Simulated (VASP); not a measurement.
# Pb (Im-3m) in VASP: a series of runs, part 3 of 3

VASP 6.6.1. Earlier steps stand in the parts before.

### 4 Equation of state, r2SCAN, 29.17 Å³/atom (volume scaled by 0.94)

Input file INCAR:

```
SYSTEM = Pb
ALGO = Normal
EDIFF = 1E-6
ENCUT = 520
ISIF = 2
ISMEAR = -1
LASPH = .TRUE.
LCHARG = .FALSE.
LMIXTAU = .TRUE.
LREAL = .FALSE.
LWAVE = .FALSE.
METAGGA = R2SCAN
NELM = 60
PREC = Accurate
SIGMA = 0.05
```

Input file KPOINTS:

```
k-points
0
G
  9 9 9
  0 0 0
```

Input file POSCAR:

```
Pb
1.0
   -1.9392470115      1.9392470115      1.9392470115
    1.9392470115     -1.9392470115      1.9392470115
    1.9392470115      1.9392470115     -1.9392470115
Pb
1
Direct
    0.0000000000      0.0000000000      0.0000000000
```

Potentials or basis: VASP PAW PBE potentials, release 64 (Pb_d).

Launch:

```console
$ cat potpaw_PBE.64/Pb_d/POTCAR > POTCAR
$ mpirun -np 1 vasp_std > vasp.out
```

OUTCAR:

```text
SYSTEM = Pb
   EDIFF = 1E-6
   ENCUT = 520
   ISIF = 2
   ISMEAR = -1
   LASPH = .TRUE.
   LREAL = .FALSE.
   METAGGA = R2SCAN
   NELM = 60
   PREC = Accurate

 Found     35 irreducible k-points:

 Following reciprocal coordinates:
            Coordinates               Weight
  0.000000  0.000000  0.000000      1.000000
  0.111111  0.000000  0.000000     12.000000
  0.222222  0.000000  0.000000     12.000000
  0.333333  0.000000  0.000000     12.000000
  0.444444  0.000000  0.000000     12.000000
  0.111111  0.111111  0.000000     24.000000
   k-points           NKPTS =     35   k-points in BZ     NKDIM =     35   number of bands    NBANDS=     11
   number of dos      NEDOS =    301   number of ions     NIONS =      1
   total plane-waves  NPLWV =  21952
   dimension x,y,z NGX =    28 NGY =   28 NGZ =   28
   dimension x,y,z NGXF=    56 NGYF=   56 NGZF=   56
   ions per type =               1
   NGX,Y,Z   is equivalent  to a cutoff of  13.86, 13.86, 13.86 a.u.
   NGXF,Y,Z  is equivalent  to a cutoff of  27.72, 27.72, 27.72 a.u.
 SYSTEM =  Pb
   PREC   = accura    normal or accurate (medium, high low for compatibility)
   ISTART =      0    job   : 0-new  1-cont  2-samecut
   ICHARG =      2    charge: 1-file 2-atom 10-const
   ISPIN  =      1    spin polarized calculation?
   LNONCOLLINEAR =      F non collinear calculations
   LSORBIT =      F    spin-orbit coupling
   LASPH  =      T    aspherical Exc in radial PAW
   ENCUT  =  520.0 eV  38.22 Ry    6.18 a.u.   6.25  6.25  6.25*2*pi/ulx,y,z
   NELM   =     60;   NELMIN=  2; NELMDL= -5     # of ELM steps
   EDIFF  = 0.1E-05   stopping-criterion for ELM
   LREAL  =      F    real-space projection
   EDIFFG = 0.1E-04   stopping-criterion for IOM
   NSW    =      0    number of steps for IOM
   IBRION =     -1    ionic relax: 0-MD 1-quasi-New 2-CG
   NFREE  =      0    steps in history (QN), initial steepest desc. (CG)
   ISIF   =      2    stress and relaxation
   ISYM   =      2    0-nonsym 1-usesym 2-fastsym
   POTIM  = 0.5000    time-step for ionic-motion
   TEBEG  =    0.0;   TEEND  =   0.0 temperature during run
   PSTRESS=    0.0 pullay stress
   NELECT =      14.0000    total number of electrons
   NUPDOWN=      -1.0000    fix difference up-down
   EMIN   =  10.00;   EMAX   =-10.00  energy-range for DOS
   EFERMI =   0.00;   METHOD = LEGACY
   ISMEAR =    -1;   SIGMA  =   0.05  broadening in eV -4-tet -1-fermi 0-gaus
   EFERMI_NEDOS =   21; number of points for ismear=-14 and -15
   IALGO  =     38    algorithm
   IMIX   =      4    mixing-type and parameters
     AMIX     =   0.40;   BMIX     =  1.00
     AMIX_MAG =   1.60;   BMIX_MAG =  1.00
  volume/ion in A,a.u.               =      29.17       196.86
  Fermi-wavevector in a.u.,A,eV,Ry     =   1.281733  2.422125 22.352203  1.642841
  Thomas-Fermi vector in A             =   2.414086
   LORBIT       =      0    0 simple, 1 ext, 2 COOP (PROOUT), +10 PAW based schemes
   METAGGA = R2SCAN    functional components
   LHFCALC =     F    Hartree Fock is set to
   AEXX    =    0.0000 exact exchange contribution
   IVDW    =     0    specifies the selected vdW correction
   LEPSILON=     F    determine dielectric tensor
   LRPA    =     F    only Hartree local field effects (RPA)
 non-spin polarized calculation
  energy-cutoff  :      520.00
  volume of cell :       29.17
 maximum number of plane-waves:       794
 NGX is ok and might be reduce to    28
   NGX = 13   NGY = 13   NGZ = 13

 number of electron      13.9999999 magnetization

 Free energy of the ion-electron system (eV)
  ---------------------------------------------------
  ext. energy  EPLUGINS =         0.00000000
  ---------------------------------------------------
  free energy    TOTEN  =       -56.21097598 eV

  energy without entropy =      -56.20694871  energy(sigma->0) =      -56.20896235

 E-fermi :   7.7388     XC(G=0): -11.1408

 val. band max:        7.7053409543   @ k =  -0.3333   0.3333   0.3333
 cond. band min:       7.8504465202   @ k =   0.2222   0.2222   0.1111
 fundamental gap:      0.1451055659
 Fermi energy:         7.7388378843

 k-point     1 :       0.0000    0.0000    0.0000
  band No.  band energies     occupation
      1     -10.1711      2.00000
      2     -10.1711      2.00000
      3     -10.1711      2.00000
      4      -9.8836      2.00000
      5      -9.8836      2.00000
      6      -4.9144      2.00000
      7      15.9819      0.00000
      8      15.9819      0.00000
      9      15.9819      0.00000
     10      19.6066      0.00000
     11      19.6066      0.00000

 k-point     2 :       0.1111    0.0000    0.0000
  band No.  band energies     occupation
      1     -10.1832      2.00000
      2     -10.1574      2.00000
      3     -10.1192      2.00000
      4      -9.8967      2.00000
      5      -9.8848      2.00000
      6      -4.6392      2.00000
      7      13.6141      0.00000
      8      15.0982      0.00000
      9      15.6084      0.00000
     10      18.3759      0.00000
     11      19.0134      0.00000

 k-point     3 :       0.2222    0.0000    0.0000
  band No.  band energies     occupation
      1     -10.2137      2.00000
      2     -10.1378      2.00000
      3      -9.9851      2.00000
      4      -9.9200      2.00000
      5      -9.8879      2.00000
      6      -3.8126      2.00000
      7       9.8604      0.00000
      8      13.5115      0.00000
      9      14.7018      0.00000
     10      17.1834      0.00000
     11      18.1945      0.00000

 k-point     4 :       0.3333    0.0000    0.0000
  band No.  band energies     occupation
      1     -10.2482      2.00000
      2     -10.1494      2.00000
      3      -9.9198      2.00000
      4      -9.8910      2.00000
      5      -9.8274      2.00000
      6      -2.4719      2.00000
      7       6.3777      2.00000
      8      12.1757      0.00000
      9      13.8298      0.00000
     10      16.4442      0.00000
     11      17.6195      0.00000

 k-point     5 :       0.4444    0.0000    0.0000
  band No.  band energies     occupation
      1     -10.2706      2.00000
      2     -10.1746      2.00000
      3      -9.9057      2.00000
      4      -9.8928      2.00000
      5      -9.7213      2.00000
      6      -0.9286      2.00000
      7       3.7325      2.00000
      8      11.4387      0.00000
      9      13.3368      0.00000
     10      16.0985      0.00000
     11      17.3331      0.00000

 k-point     6 :       0.1111    0.1111    0.0000
  band No.  band energies     occupation
      1     -10.1886      2.00000
      2     -10.1537      2.00000
      3     -10.0277      2.00000
      4      -9.9163      2.00000
      5      -9.8874      2.00000
      6      -4.0878      2.00000
      7      11.1877      0.00000
      8      13.3187      0.00000
      9      14.5990      0.00000
     10      18.4335      0.00000
     11      18.5055      0.00000

 [... further k-points ...]
[... 5 lines left out ...]
  --------------------------------------------------------------------------------------
  -------------------------------------------------------------------------------------
  Total        0.4819588      0.4819588      0.4819588      0.0000000      0.0000000      0.0000000
  in kB       26.4704351     26.4704351     26.4704351      0.0000000      0.0000000      0.0000000
  external PRESSURE =      26.4704351 kB  Pullay stress =       0.0000000 kB

 VOLUME and BASIS-vectors are now :
 -----------------------------------------------------------------------------
  energy-cutoff  :      520.00
  volume of cell :       29.17
      direct lattice vectors                 reciprocal lattice vectors
    -1.939247012  1.939247012  1.939247012     0.000000000  0.257832033  0.257832033
     1.939247012 -1.939247012  1.939247012     0.257832033  0.000000000  0.257832033
     1.939247012  1.939247012 -1.939247012     0.257832033  0.257832033  0.000000000

 POSITION                                       TOTAL-FORCE (eV/Angst)
 -----------------------------------------------------------------------------------
      0.00000      0.00000      0.00000         0.000000      0.000000      0.000000
 -----------------------------------------------------------------------------------
    total drift:                               -0.000000     -0.000000     -0.000000

  FREE ENERGIE OF THE ION-ELECTRON SYSTEM (eV)
  ---------------------------------------------------
  free  energy   TOTEN  =       -56.2109759809 eV

  energy  without entropy=      -56.2069487122  energy(sigma->0) =      -56.20896235
```

OSZICAR:

```text
N       E                     dE             d eps       ncg     rms          rms(c)
DAV:   1     0.508856752604E+02    0.50886E+02   -0.76710E+03   779   0.156E+03
DAV:   2    -0.549580951652E+02   -0.10584E+03   -0.10367E+03   794   0.340E+02
DAV:   3    -0.595641047168E+02   -0.46060E+01   -0.45697E+01   917   0.826E+01
DAV:   4    -0.596697327027E+02   -0.10563E+00   -0.10559E+00   939   0.135E+01
DAV:   5    -0.596748184595E+02   -0.50858E-02   -0.50855E-02  1009   0.269E+00    0.110E+00
DAV:   6    -0.560186849507E+02    0.36561E+01   -0.15401E+00   896   0.303E+01    0.699E-01
DAV:   7    -0.561953809916E+02   -0.17670E+00   -0.95592E-02   854   0.569E+00    0.355E-01
DAV:   8    -0.561869032801E+02    0.84777E-02   -0.87292E-02   791   0.254E+00    0.139E-01
DAV:   9    -0.562019327599E+02   -0.15029E-01   -0.98212E-03   896   0.188E+00    0.153E-01
DAV:  10    -0.562104967497E+02   -0.85640E-02   -0.87974E-03   794   0.941E-01    0.691E-02
DAV:  11    -0.562104910949E+02    0.56548E-05   -0.24911E-03   908   0.924E-01    0.182E-02
DAV:  12    -0.562109371050E+02   -0.44601E-03   -0.73123E-04   791   0.226E-01    0.167E-02
DAV:  13    -0.562108850751E+02    0.52030E-04   -0.10897E-04   887   0.140E-01    0.760E-03
DAV:  14    -0.562109759780E+02   -0.90903E-04   -0.80843E-05   794   0.100E-01    0.213E-03
DAV:  15    -0.562109759809E+02   -0.29311E-08   -0.49166E-06   922   0.264E-02
   1 F= -.56210976E+02 E0= -.56208962E+02  d E =-.402727E-02
```

stdout:

```text
POSCAR found type information on POSCAR Pb
 POSCAR found :  1 types and       1 ions
 scaLAPACK will be used
 -----------------------------------------------------------------------------
|                                                                             |
|                                                                             |
|     You enforced a specific xc type in the INCAR file but a different       |
|     I HOPE YOU KNOW WHAT YOU ARE DOING!                                     |
|                                                                             |
 -----------------------------------------------------------------------------

 LDA part: xc-table for (None), standard interpolation
 POSCAR, INCAR and KPOINTS ok, starting setup
 FFT: planning ... GRIDC
 FFT: planning ... GRID_SOFT
 FFT: planning ... GRID
 WAVECAR not read
 entering main loop
```

It took 26 s on 1 thread of Intel Xeon 6975P-C (Granite Rapids), shared host; peak memory 0.16 GiB.

Results:

- Free energy: -56.2110 eV
- Pressure: 2.6 GPa
- Band gap on the k mesh: none (metal or under the smearing width)

Caveat: the PAW data sets were made with another functional, which shifts forces and pressure a little.

### 5 Equation of state, r2SCAN, 29.79 Å³/atom (volume scaled by 0.96)

Input file INCAR:

```
SYSTEM = Pb
PREC = Accurate
ENCUT = 520
EDIFF = 1E-7
ISMEAR = -1
SIGMA = 0.05
LREAL = .False.
LASPH = .True.
NELM = 100
ALGO = Normal
ISIF = 2
LWAVE = .False.
LCHARG = .False.
METAGGA = R2SCAN
LMIXTAU = .True.
```

Input file KPOINTS:

```
regular mesh
0
Gamma
  9 9 9
  0 0 0
```

Input file POSCAR:

```
Pb
1.0
   -1.9529041306      1.9529041306      1.9529041306
    1.9529041306     -1.9529041306      1.9529041306
    1.9529041306      1.9529041306     -1.9529041306
Pb
1
Direct
    0.0000000000      0.0000000000      0.0000000000
```

Launch:

```console
$ cat potpaw_PBE.64/Pb_d/POTCAR > POTCAR
$ mpirun -np 1 vasp_std > vasp.out
```

It took 29 s on 1 thread of Intel Xeon 6975P-C (Granite Rapids), shared host; peak memory 0.16 GiB.

It converged, with:

```yaml
Free_energy: -56.2194 eV
Pressure: 1.5 GPa
Band_gap_on_the_k_mesh: none (metal or under the smearing width)
```

Caveat: the PAW data sets were made with another functional, which shifts forces and pressure a little.

### 6 Equation of state, r2SCAN, 30.41 Å³/atom (volume scaled by 0.98)

Input file INCAR:

```
SYSTEM = Pb
PREC = Accurate ; ENCUT = 520
EDIFF = 1E-6 ; ISMEAR = -1
SIGMA = 0.05 ; LREAL = .False.
LASPH = .True. ; NELM = 80
ALGO = Normal ; ISIF = 2
LWAVE = .False. ; LCHARG = .False.
METAGGA = R2SCAN ; LMIXTAU = .True.
```

KPOINTS is that of step 5.

Input file POSCAR:

```
Pb
1.0
   -1.9663728605      1.9663728605      1.9663728605
    1.9663728605     -1.9663728605      1.9663728605
    1.9663728605      1.9663728605     -1.9663728605
Pb
1
Direct
    0.0000000000      0.0000000000      0.0000000000
```

Potentials or basis: VASP PAW PBE potentials, release 64 (Pb_d).

Launch:

```console
$ cat potpaw_PBE.64/Pb_d/POTCAR > POTCAR
$ mpirun -np 1 vasp_std > vasp.out
```

Wall time 26 s (1 thread of Intel Xeon 6975P-C (Granite Rapids), shared host); peak memory 0.16 GiB.

The run converged. Its results:

```
Free energy            : -56.2236 eV
Pressure               : 0.5 GPa
Band gap on the k mesh : none (metal or under the smearing width)
```

Caveat: the PAW data sets were made with another functional, which shifts forces and pressure a little.

### 7 Equation of state, r2SCAN, 31.65 Å³/atom (volume scaled by 1.02)

Input file INCAR:

```
SYSTEM = Pb
PREC = Accurate ; ENCUT = 520
EDIFF = 1E-7 ; ISMEAR = -1
SIGMA = 0.05 ; LREAL = .FALSE.
LASPH = .TRUE. ; NELM = 60
ALGO = Normal ; ISIF = 2
LWAVE = .FALSE. ; LCHARG = .FALSE.
METAGGA = R2SCAN ; LMIXTAU = .TRUE.
```

Input file KPOINTS:

```
regular mesh
0
G
  9 9 9
  0 0 0
```

Input file POSCAR:

```
Pb
1.0
   -1.9927702770      1.9927702770      1.9927702770
    1.9927702770     -1.9927702770      1.9927702770
    1.9927702770      1.9927702770     -1.9927702770
Pb
1
Direct
    0.0000000000      0.0000000000      0.0000000000
```

Launch:

```console
$ cat potpaw_PBE.64/Pb_d/POTCAR > POTCAR
$ mpirun -np 1 vasp_std > vasp.out
```

Wall time 33 s (1 thread of Intel Xeon 6975P-C (Granite Rapids), shared host); peak memory 0.16 GiB.

The run converged. Its results:

```
Free energy            : -56.2212 eV
Pressure               : -1.2 GPa
Band gap on the k mesh : none (metal or under the smearing width)
```

Caveat: the PAW data sets were made with another functional, which shifts forces and pressure a little.

### 8 Equation of state, r2SCAN, 32.27 Å³/atom (volume scaled by 1.04)

Input file INCAR:

```
PREC = Accurate
ENCUT = 520
EDIFF = 1E-6
ISMEAR = -1
SIGMA = 0.05
LREAL = F
LASPH = T
NELM = 60
ALGO = Normal
ISIF = 2
LWAVE = F
LCHARG = F
METAGGA = R2SCAN
LMIXTAU = T
```

Input file KPOINTS:

```
regular mesh
0
Gamma
  9 9 9
```

Input file POSCAR:

```
Pb
1.0
   -2.0057107064      2.0057107064      2.0057107064
    2.0057107064     -2.0057107064      2.0057107064
    2.0057107064      2.0057107064     -2.0057107064
Pb
1
Direct
    0.0000000000      0.0000000000      0.0000000000
```

Launch:

```console
$ cat potpaw_PBE.64/Pb_d/POTCAR > POTCAR
$ mpirun -np 1 vasp_std > vasp.out
```

It took 30 s on 1 thread of Intel Xeon 6975P-C (Granite Rapids), shared host; peak memory 0.16 GiB.

Results (log left out):

* Free energy: -56.2155 eV
* Pressure: -1.9 GPa
* Band gap on the k mesh: none (metal or under the smearing width)

Caveat: the PAW data sets were made with another functional, which shifts forces and pressure a little.

### 9 Equation of state, r2SCAN, 32.90 Å³/atom (volume scaled by 1.06)

Input file INCAR:

```
ALGO = Normal
EDIFF = 1E-6
ENCUT = 520
ISIF = 2
ISMEAR = -1
LASPH = T
LCHARG = F
LMIXTAU = T
LREAL = F
LWAVE = F
METAGGA = R2SCAN
NELM = 80
PREC = Accurate
SIGMA = 0.05
```

Input file KPOINTS:

```
k-points
0
Gamma
  9 9 9
```

Input file POSCAR:

```
Pb
1.0
   -2.0184862782      2.0184862782      2.0184862782
    2.0184862782     -2.0184862782      2.0184862782
    2.0184862782      2.0184862782     -2.0184862782
Pb
1
Direct
    0.0000000000      0.0000000000      0.0000000000
```

Potentials or basis: VASP PAW PBE potentials, release 64 (Pb_d).

Launch:

```console
$ cat potpaw_PBE.64/Pb_d/POTCAR > POTCAR
$ mpirun -np 1 vasp_std > vasp.out
```

Wall time 28 s (1 thread of Intel Xeon 6975P-C (Granite Rapids), shared host); peak memory 0.16 GiB.

It converged, with:

```
Free energy            : -56.2073 eV
Pressure               : -2.6 GPa
Band gap on the k mesh : none (metal or under the smearing width)
```

Caveat: the PAW data sets were made with another functional, which shifts forces and pressure a little.

### 10 Elastic constants, r2SCAN

Input file POSCAR:

```
Pb
1.0
   -1.9796595667      1.9796595667      1.9796595667
    1.9796595667     -1.9796595667      1.9796595667
    1.9796595667      1.9796595667     -1.9796595667
Pb
1
Direct
    0.0000000000      0.0000000000      0.0000000000
```

Input file INCAR.step1:

```
ALGO = Normal
EDIFF = 1E-8
EDIFFG = -0.002
ENCUT = 600
IBRION = 2
ISIF = 3
ISMEAR = 1
LASPH = True
LCHARG = False
LMIXTAU = True
LREAL = False
LWAVE = False
METAGGA = R2SCAN
NELM = 100
NSW = 40
PREC = Accurate
SIGMA = 0.1
```

Input file INCAR.step2:

```
ALGO = Normal
EDIFF = 1E-8
ENCUT = 600
IBRION = 6
ISIF = 3
ISMEAR = 1
LASPH = True
LCHARG = False
LMIXTAU = True
LREAL = False
LWAVE = False
METAGGA = R2SCAN
NELM = 100
NFREE = 2
NSW = 1
POTIM = 0.015
PREC = Accurate
SIGMA = 0.1
```

Input file KPOINTS:

```
k-points
0
Gamma
  7 7 7
```

Launch:

```console
$ cat potpaw_PBE.64/Pb_d/POTCAR > POTCAR
$ cp INCAR.step1 INCAR
$ mpirun -np 1 vasp_std > vasp.out
$ cp CONTCAR POSCAR
$ cp INCAR.step2 INCAR
$ mpirun -np 1 vasp_std > vasp.out
```

Run time: 12 min. Hardware: 1 thread of Intel Xeon 6975P-C (Granite Rapids), shared host; peak memory 0.23 GiB.

Results (log left out):

| Item | Value |
| --- | --- |
| Relaxed volume | 30.63 Å³/atom |
| Relaxed cell | a = 3.414 Å, b = 3.414 Å, c = 3.414 Å, α = 109.47°, β = 109.47°, γ = 109.47° |
| Space group after relaxing (to 0.05 Å) | Im-3m (No. 229) |
| Elastic constants C11, C12, C44 | 77, 34, 16 GPa |
| Voigt bulk modulus | 48 GPa |

Step by step:
```tsv
step	energy change (eV)	largest force (eV/Å)	pressure (GPa)	volume (Å³)
1	0.0000	0.0000	-0.60	31.03
2	-0.0007	0.0000	0.20	30.51
3	-0.0008	0.0000	0.00	30.63
```

Final structure:
```
Pb
1.0
    -1.97112    1.97112    1.97112
     1.97112   -1.97112    1.97112
     1.97112    1.97112   -1.97112
Pb
1
Direct
  0.00000 0.00000 0.00000
```

Elastic tensor in Voigt notation (GPa, in the Cartesian axes of the cell as first typed):
```
77 34 34  0  0  0
34 77 34  0  0  0
34 34 77  0  0  0
 0  0  0 16  0  0
 0  0  0  0 16  0
 0  0  0  0  0 16
```

Clamped-ion elastic tensor (GPa):
```
77 34 34  0  0  0
34 77 34  0  0  0
34 34 77  0  0  0
 0  0  0 16  0  0
 0  0  0  0 16  0
 0  0  0  0  0 16
```

Caveat: the PAW data sets were made with another functional, which shifts forces and pressure a little.

### 11 Equation of state, r2SCAN

No new run: the results of the series are fitted here.

Results:

```yaml
Equilibrium_volume: 30.80 Å³/atom
Bulk_modulus: 44 GPa
Pressure_derivative_of_the_bulk_modulus: 5.6
```

Energy against volume, from the lowest point:
```
volume (Å³/atom)  energy (meV/atom)
          29.172              13.05
          29.792               4.63
          30.413               0.44
          31.034               0.00
          31.654               2.85
          32.275               8.56
          32.896              16.76
```

Caveat: the PAW data sets were made with another functional, which shifts forces and pressure a little. Spin-orbit coupling is left out, which matters for the levels of Pb.
